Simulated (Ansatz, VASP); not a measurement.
## MgO: VASP beside Ansatz

POSCAR

```
MgO
1.0
    0.0000000000      2.1085000000      2.1085000000
    2.1085000000      0.0000000000      2.1085000000
    2.1085000000      2.1085000000      0.0000000000
Mg O
1 1
Direct
    0.0000000000      0.0000000000      0.0000000000
    0.5000000000      0.5000000000      0.5000000000
```

The input INCAR.step1:

```
SYSTEM = MgO
  PREC = Accurate
  ENCUT = 600
  ISMEAR = 0
  SIGMA = 0.02
  LREAL = .FALSE.
  LASPH = .TRUE.
  NELM = 60
  GGA = PE
  ALGO = Normal
  EDIFF = 1E-4
  LWAVE = .TRUE.
  LCHARG = .FALSE.
```

Contents of INCAR.step2:

```
SYSTEM = MgO
  PREC = Accurate
  ENCUT = 600
  EDIFF = 1E-6
  ISMEAR = 0
  SIGMA = 0.02
  LREAL = .FALSE.
  LASPH = .TRUE.
  NELM = 60
  ALGO = Normal
  ISIF = 3
  LWAVE = .FALSE.
  LCHARG = .FALSE.
  METAGGA = R2SCAN
  LMIXTAU = .TRUE.
  IBRION = 2
  NSW = 100
  EDIFFG = -0.005
  ISTART = 1
```

Contents of KPOINTS:

```
regular mesh
0
G
  10 10 10
  0 0 0
```

Input for Ansatz:

```yaml
crystal:
  lattice:
    - [0.0, 2.1085, 2.1085]
    - [2.1085, 0.0, 2.1085]
    - [2.1085, 2.1085, 0.0]
  atoms:
    - { symbol: Mg, position: [0.0, 0.0, 0.0] }
    - { symbol: O, position: [0.5, 0.5, 0.5] }
basis:
  ecutwfc: 500
kpoints:
  mp_grid: { grid: [10, 10, 10] }
hamiltonian:
  xc: r2scan
scf:
  occupations: { method: gaussian, width: 0.02 }
  initial_density: { chi_scale: 0.3 }
output:
  forces: true
  eigenvalues: true
  stress: true
relax:
  adjacent_minimum: "off"
  f_tol: 0.005
  max_steps: 80
  cell: { stress_tol: 0.05 }
```

Alike in both runs: task relaxation of cell and atoms; functional r2SCAN; k mesh 10 × 10 × 10; occupations gaussian, width 0.02 eV; no spin polarisation.

```csv
,VASP,Ansatz
version,VASP 6.6.1,Ansatz 0.2.0
potentials or method,"VASP PAW PBE potentials, release 64 (Mg, O)","scalar-relativistic, plane waves, PAW"
plane-wave cutoff (eV),600,500
valence electrons in the cell,8,16
```

|  | VASP | Ansatz | Ansatz less VASP |
| --- | --- | --- | --- |
| gap on the k mesh at the Fermi level, each at its own relaxed structure (eV) | 5.75 | 5.68 | -0.063 |
| relaxed volume (Å³/atom) | 9.21 | 9.29 | +0.076 |
| relaxed cell length with the largest relative difference (Å) | 2.965 | 2.973 | +0.0082 |
| energy change over the relaxation (meV/atom) | -1 | 0 | +1.0 |

The two sets of potentials don't hold the same shells in valence.

Caveats: the PAW data sets were made with another functional, which shifts forces and pressure a little (VASP). r2SCAN opens gaps a little over a GGA but as a rule still falls short of measured ones.
